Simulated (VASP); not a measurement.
Ca: single point with LDA

The system is Ca.

```
Ca
1.0
     0.00000    4.22706    4.22706
     4.22706    0.00000    4.22706
     4.22706    4.22706    0.00000
Ca
2
Direct
  0.12500 0.12500 0.12500
  0.87500 0.87500 0.87500
```

This isn't the form of Ca at room conditions, which is fcc.

| Item | Value |
| --- | --- |
| Program | VASP 6.6.1 |
| Task | single point |
| Functional | LDA |
| Potentials or basis | VASP PAW LDA potentials, release 64 (Ca_sv) |
| Cutoff | 520 eV |
| k mesh | 8 × 8 × 8 |
| Occupations | fermi-dirac, width 0.1 eV |
| Spin | no spin polarisation |

| Property | Result |
| --- | --- |
| Pressure | -0.3 GPa |
| Band gap on the k mesh | none (metal or under the smearing width) |

Levels at points of the mesh, in eV from the Fermi level:
```tsv
k point	band 7	band 8	band 9	band 10	band 11	band 12	band 13	band 14
(0.00, 0.00, 0.00)	-23.81	-23.81	-3.04	0.61	0.61	0.61	0.81	0.81
(0.50, 0.00, 0.00)	-23.80	-23.80	-1.89	-0.84	0.68	0.70	0.70	0.78
(0.50, 0.50, 0.00)	-23.80	-23.80	-1.05	-1.05	0.18	0.18	0.81	0.81
```

It took 2.1 min on 1 thread of Intel(R) Xeon(R) Platinum 8488C (Sapphire Rapids), on a shared host, peak memory 0.27 GiB.
